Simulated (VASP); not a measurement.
# BiTe (Fm-3m) in VASP: single point with LDA

Aim: the single point of BiTe with LDA.

Program: VASP 6.6.1. These are calculated values, not measurements. Logs are shortened: lines on timing, memory, paths and dates and some standing lists are left out, and cuts for length are marked.

## (1) Starting point

It takes space group Fm-3m (No. 225, cubic). The conventional cell has a = 6.470 Å, b = 6.470 Å, c = 6.470 Å, α = 90.00°, β = 90.00°, γ = 90.00°. Bi (site symmetry m-3m) is surrounded by 6 Te at 3.23 Å. Te (site symmetry m-3m) has 6 Bi at 3.23 Å as nearest neighbours.

## (2) Single point, LDA

Input file INCAR:

```
SYSTEM = BiTe
PREC = Accurate
ENCUT = 520
EDIFF = 1E-7
ISMEAR = 0
SIGMA = 0.1
LREAL = .FALSE.
LASPH = .TRUE.
NELM = 100
ALGO = Normal
ISIF = 2
LWAVE = .FALSE.
LCHARG = .FALSE.
GGA = CA
NBANDS = 18
```

Input file KPOINTS:

```
regular mesh
0
G
  6 6 6
  0 0 0
```

Input file POSCAR:

```
BiTe
1.0
    0.0000000000      3.2350000000      3.2350000000
    3.2350000000      0.0000000000      3.2350000000
    3.2350000000      3.2350000000      0.0000000000
Bi Te
1 1
Direct
    0.0000000000      0.0000000000      0.0000000000
    0.5000000000      0.5000000000      0.5000000000
```

Potentials or basis: VASP PAW LDA potentials, release 64 (Bi_d, Te).

Started as:

```sh
$ cat potpaw_LDA.64/Bi_d/POTCAR potpaw_LDA.64/Te/POTCAR > POTCAR
$ mpirun -np 1 vasp_std > vasp.out
```

OUTCAR:

```text
SYSTEM = BiTe
   PREC = Accurate
   ENCUT = 520
   EDIFF = 1E-7
   ISMEAR = 0
   LREAL = .FALSE.
   LASPH = .TRUE.
   NELM = 100
   ISIF = 2
   GGA = CA

 ion  position               nearest neighbor table
   1  0.000  0.000  0.000-   2 3.23   2 3.23   2 3.23   2 3.23   2 3.23   2 3.23
   2  0.500  0.500  0.500-   1 3.23   1 3.23   1 3.23   1 3.23   1 3.23   1 3.23

  LATTYP: Found a face centered cubic cell.
 ALAT       =     6.4700000000

  Lattice vectors:

 A1 = (   0.0000000000,   3.2350000000,   3.2350000000)
 A2 = (   3.2350000000,   0.0000000000,   3.2350000000)
 A3 = (   3.2350000000,   3.2350000000,   0.0000000000)

Analysis of symmetry for initial positions (statically):
=====================================================================
 Subroutine PRICEL returns:
 Original cell was already a primitive cell.

 Routine SETGRP: Setting up the symmetry group for a
 face centered cubic supercell.

 Subroutine GETGRP returns: Found 48 space group operations
 (whereof 48 operations were pure point group operations)
 out of a pool of 48 trial point group operations.

The static configuration has the point symmetry O_h .

Analysis of symmetry for dynamics (positions and initial velocities):
=====================================================================
 Subroutine PRICEL returns:
 Original cell was already a primitive cell.

 Routine SETGRP: Setting up the symmetry group for a
 face centered cubic supercell.

 Subroutine GETGRP returns: Found 48 space group operations
 (whereof 48 operations were pure point group operations)
 out of a pool of 48 trial point group operations.

The dynamic configuration has the point symmetry O_h .

 Subroutine INISYM returns: Found 48 space group operations
 (whereof 48 operations are pure point group operations),
 and found     1 'primitive' translations

----------------------------------------------------------------------------------------

                                     Primitive cell

  volume of cell :      67.7100

  direct lattice vectors                    reciprocal lattice vectors
     0.000000000  3.235000000  3.235000000    -0.154559505  0.154559505  0.154559505
     3.235000000  0.000000000  3.235000000     0.154559505 -0.154559505  0.154559505
     3.235000000  3.235000000  0.000000000     0.154559505  0.154559505 -0.154559505

  length of vectors
     4.574980874  4.574980874  4.574980874     0.267704916  0.267704916  0.267704916

  position of ions in fractional coordinates (direct lattice)
     0.000000000  0.000000000  0.000000000
     0.500000000  0.500000000  0.500000000

  ion indices of the primitive-cell ions
   primitive index   ion index
                 1           1
                 2           2

----------------------------------------------------------------------------------------

 KPOINTS: regular mesh

Automatic generation of k-mesh.
 Grid dimensions read from file:
 generate k-points for:    6    6    6

 Generating k-lattice:

  Cartesian coordinates                     Fractional coordinates (reciprocal lattice)
    -0.025759918  0.025759918  0.025759918     0.166666667  0.000000000  0.000000000
     0.025759918 -0.025759918  0.025759918     0.000000000  0.166666667  0.000000000
     0.025759918  0.025759918 -0.025759918     0.000000000  0.000000000  0.166666667

  Length of vectors
     0.044617486  0.044617486  0.044617486

  Shift w.r.t. Gamma in fractional coordinates (k-lattice)
     0.000000000  0.000000000  0.000000000

 Subroutine IBZKPT returns following result:
 ===========================================

 Found     16 irreducible k-points:

 Following reciprocal coordinates:
            Coordinates               Weight
  0.000000  0.000000  0.000000      1.000000
  0.166667  0.000000  0.000000      8.000000
  0.333333  0.000000  0.000000      8.000000
  0.500000  0.000000  0.000000      4.000000
  0.166667  0.166667  0.000000      6.000000
  0.333333  0.166667  0.000000     24.000000
[... 8 lines left out ...]
 -0.333333  0.333333  0.166667     24.000000
 -0.333333  0.500000  0.166667     12.000000
   k-points           NKPTS =     16   k-points in BZ     NKDIM =     16   number of bands    NBANDS=     18
   number of dos      NEDOS =    301   number of ions     NIONS =      2
   total plane-waves  NPLWV =  46656
   dimension x,y,z NGX =    36 NGY =   36 NGZ =   36
   dimension x,y,z NGXF=    72 NGYF=   72 NGZF=   72
   ions per type =               1   1
   NGX,Y,Z   is equivalent  to a cutoff of  13.08, 13.08, 13.08 a.u.
   NGXF,Y,Z  is equivalent  to a cutoff of  26.16, 26.16, 26.16 a.u.
 SYSTEM =  BiTe
   PREC   = accura    normal or accurate (medium, high low for compatibility)
   ISTART =      0    job   : 0-new  1-cont  2-samecut
   ICHARG =      2    charge: 1-file 2-atom 10-const
   ISPIN  =      1    spin polarized calculation?
   LNONCOLLINEAR =      F non collinear calculations
   LSORBIT =      F    spin-orbit coupling
   LASPH  =      T    aspherical Exc in radial PAW
   ENCUT  =  520.0 eV  38.22 Ry    6.18 a.u.   8.51  8.51  8.51*2*pi/ulx,y,z
   NELM   =    100;   NELMIN=  2; NELMDL= -5     # of ELM steps
   EDIFF  = 0.1E-06   stopping-criterion for ELM
   LREAL  =      F    real-space projection
   EDIFFG = 0.1E-05   stopping-criterion for IOM
   NSW    =      0    number of steps for IOM
   IBRION =     -1    ionic relax: 0-MD 1-quasi-New 2-CG
   NFREE  =      0    steps in history (QN), initial steepest desc. (CG)
   ISIF   =      2    stress and relaxation
   ISYM   =      2    0-nonsym 1-usesym 2-fastsym
   POTIM  = 0.5000    time-step for ionic-motion
   TEBEG  =    0.0;   TEEND  =   0.0 temperature during run
   PSTRESS=    0.0 pullay stress
   NELECT =      21.0000    total number of electrons
   NUPDOWN=      -1.0000    fix difference up-down
   EMIN   =  10.00;   EMAX   =-10.00  energy-range for DOS
   EFERMI =   0.00;   METHOD = LEGACY
   ISMEAR =     0;   SIGMA  =   0.10  broadening in eV -4-tet -1-fermi 0-gaus
   EFERMI_NEDOS =   21; number of points for ismear=-14 and -15
   IALGO  =     38    algorithm
   IMIX   =      4    mixing-type and parameters
     AMIX     =   0.40;   BMIX     =  1.00
     AMIX_MAG =   1.60;   BMIX_MAG =  1.00
  volume/ion in A,a.u.               =      33.86       228.46
  Fermi-wavevector in a.u.,A,eV,Ry     =   1.108146  2.094092 16.707785  1.227988
  Thomas-Fermi vector in A             =   2.244669
   LORBIT       =      0    0 simple, 1 ext, 2 COOP (PROOUT), +10 PAW based schemes
   GGA     = CA    functional components
   LHFCALC =     F    Hartree Fock is set to
   AEXX    =    0.0000 exact exchange contribution
   IVDW    =     0    specifies the selected vdW correction
   LEPSILON=     F    determine dielectric tensor
   LRPA    =     F    only Hartree local field effects (RPA)
 non-spin polarized calculation
 Gauss-broadening in eV      SIGMA  =   0.10
  energy-cutoff  :      520.00
  volume of cell :       67.71
 maximum number of plane-waves:      1853
 NGX is ok and might be reduce to    36
   NGX = 17   NGY = 17   NGZ = 17

 number of electron      21.0000001 magnetization

 Free energy of the ion-electron system (eV)
  ---------------------------------------------------
  ext. energy  EPLUGINS =         0.00000000
  ---------------------------------------------------
  free energy    TOTEN  =        -8.48334918 eV

  energy without entropy =       -8.47120416  energy(sigma->0) =       -8.47727667

 E-fermi :   6.3065     XC(G=0):  -9.6759

 val. band max:        6.3061165560   @ k =  -0.1667   0.1667   0.0000
 cond. band min:       6.4642976627   @ k =   0.3333   0.0000   0.0000
 fundamental gap:      0.1581811067
 Fermi energy:         6.3064681485

 k-point     1 :       0.0000    0.0000    0.0000
  band No.  band energies     occupation
      1     -16.6368      2.00000
      2     -16.6368      2.00000
      3     -16.6294      2.00000
      4     -16.6294      2.00000
      5     -16.6294      2.00000
      6      -7.0946      2.00000
[... 10 lines left out ...]
     17      12.4943      0.00000
     18      12.9317      0.00000

 k-point     2 :       0.1667    0.0000    0.0000
  band No.  band energies     occupation
      1     -16.6377      2.00000
      2     -16.6377      2.00000
      3     -16.6289      2.00000
      4     -16.6279      2.00000
      5     -16.6279      2.00000
      6      -6.8479      2.00000
[... 10 lines left out ...]
     17      13.9540      0.00000
     18      14.3915      0.00000

 k-point     3 :       0.3333    0.0000    0.0000
  band No.  band energies     occupation
      1     -16.6400      2.00000
      2     -16.6400      2.00000
      3     -16.6280      2.00000
      4     -16.6245      2.00000
      5     -16.6245      2.00000
      6      -6.1287      2.00000
[... 10 lines left out ...]
     17      15.8302      0.00000
     18      16.9144      0.00000

 k-point     4 :       0.5000    0.0000    0.0000
  band No.  band energies     occupation
      1     -16.6411      2.00000
      2     -16.6411      2.00000
      3     -16.6275      2.00000
      4     -16.6227      2.00000
      5     -16.6227      2.00000
      6      -5.1488      2.00000
[... 207 lines left out ...]
      4     -16.6231      2.00000
      5     -16.6217      2.00000
      6      -5.6198      2.00000
[... 10 lines left out ...]
     17      14.7149      0.00000
     18      16.1703      0.00000

 k-point    15 :      -0.3333    0.3333    0.1667
  band No.  band energies     occupation
      1     -16.6450      2.00000
      2     -16.6375      2.00000
      3     -16.6261      2.00000
      4     -16.6252      2.00000
      5     -16.6202      2.00000
      6      -4.8947      2.00000
[... 10 lines left out ...]
     17      15.6882      0.00000
     18      16.8982      0.00000

 k-point    16 :      -0.3333    0.5000    0.1667
  band No.  band energies     occupation
      1     -16.6479      2.00000
      2     -16.6351      2.00000
      3     -16.6295      2.00000
      4     -16.6224      2.00000
      5     -16.6188      2.00000
      6      -5.0383      2.00000
[... 10 lines left out ...]
     17      16.5420      0.00000
     18      16.8689      0.00000

------------------------ aborting loop because EDIFF is reached ----------------------------------------

  FORCE on cell =-STRESS in cart. coord.  units (eV):
  Direction    XX          YY          ZZ          XY          YZ          ZX
  --------------------------------------------------------------------------------------
  -------------------------------------------------------------------------------------
  Total       -1.0870132     -1.0870132     -1.0870132      0.0000000      0.0000000      0.0000000
  in kB      -25.7212788    -25.7212788    -25.7212788      0.0000000      0.0000000      0.0000000
  external PRESSURE =     -25.7212788 kB  Pullay stress =       0.0000000 kB

 VOLUME and BASIS-vectors are now :
 -----------------------------------------------------------------------------
  energy-cutoff  :      520.00
  volume of cell :       67.71
      direct lattice vectors                 reciprocal lattice vectors
     0.000000000  3.235000000  3.235000000    -0.154559505  0.154559505  0.154559505
     3.235000000  0.000000000  3.235000000     0.154559505 -0.154559505  0.154559505
     3.235000000  3.235000000  0.000000000     0.154559505  0.154559505 -0.154559505

 POSITION                                       TOTAL-FORCE (eV/Angst)
 -----------------------------------------------------------------------------------
      0.00000      0.00000      0.00000        -0.000000      0.000000      0.000000
      3.23500      3.23500      3.23500         0.000000     -0.000000     -0.000000
 -----------------------------------------------------------------------------------
    total drift:                               -0.000000      0.000000      0.000000

  FREE ENERGIE OF THE ION-ELECTRON SYSTEM (eV)
  ---------------------------------------------------
  free  energy   TOTEN  =        -8.4833491776 eV

  energy  without entropy=       -8.4712041607  energy(sigma->0) =       -8.47727667
```

It took 12 s on 1 thread of AMD EPYC 9R45 (Zen 5), shared host; peak memory 0.15 GiB.

Results:

```
Free energy            : -8.4833 eV
Pressure               : -2.6 GPa
Band gap on the k mesh : none (metal or under the smearing width)
```

Caveat: spin-orbit coupling is left out, which moves the levels of the heavy elements.
